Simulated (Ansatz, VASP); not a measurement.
## W: VASP beside Ansatz

```
W
1.0
    -1.57716    1.57716    1.57716
     1.57716   -1.57716    1.57716
     1.57716    1.57716   -1.57716
W
1
Direct
  0.00000 0.00000 0.00000
```

Alike in both runs: functional PBEsol; k mesh 18 × 18 × 18; occupations gaussian, width 0.1 eV; no spin polarisation.

Ansatz relaxed the structure, and its values are those at the end. VASP's run is a single point on that final structure, the one shown.

|  | VASP | Ansatz |
| --- | --- | --- |
| version | VASP 6.6.1 | Ansatz 0.2.0 |
| potentials or method | VASP PAW PBE potentials, release 64 (W_sv) | scalar-relativistic, plane waves, PAW |
| plane-wave cutoff (eV) | 520 | 420 |
| valence electrons in the cell | 14 | 14 |

Ansatz gave:

```
gap on the k mesh at the Fermi level (eV) : none
pressure (GPa)                            : 0.0
```

Estimate VASP's values.

gap on the k mesh at the Fermi level (eV): none; pressure (GPa): 0.7.

A gap of «none» marks a metal or a gap that the smearing closes. With one functional, cell and mesh, what is left measures potentials, basis and numerics.

Caveats: the PAW data sets were made with another functional, which shifts forces and pressure a little (VASP). The runs have no spin-orbit coupling, so splittings on W are missing.
